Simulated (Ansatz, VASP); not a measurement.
## Two plane-wave programs on PbO2

```
CELL_PARAMETERS angstrom
0.00000 2.70199 2.70199
2.70199 0.00000 2.70199
2.70199 2.70199 0.00000
ATOMIC_POSITIONS crystal
Pb 0.00000 0.00000 0.00000
O 0.75000 0.75000 0.75000
O 0.25000 0.25000 0.25000
```

The cell comes from a database or a generator and needn't be the stable form of this composition.

Alike in both runs: task single point; functional PBE; k mesh 9 × 9 × 9; occupations fermi-dirac, width 0.05 eV; no spin polarisation.

|  | VASP | Ansatz |
| --- | --- | --- |
| version | VASP 6.6.1 | Ansatz 0.2.0 |
| potentials or method | VASP PAW PBE potentials, release 64 (Pb_d, O) | Ansatz PAW |
| plane-wave cutoff (eV) | 520 | 420 |
| valence electrons in the cell | 26 | 26 |

VASP gave:

```
gap on the k mesh at the Fermi level (eV) : none
pressure (GPa)                            : 0.6
```

Problem. What did Ansatz give for the same quantities?

Solution. gap on the k mesh at the Fermi level (eV): none; pressure (GPa): 0.4.

A gap of «none» marks a metal or a gap that the smearing closes.

Caveats: the pressure holds a Pulay correction of +0.6 GPa for the finite cutoff (Ansatz). Spin-orbit coupling is left out, which matters for the levels of Pb.
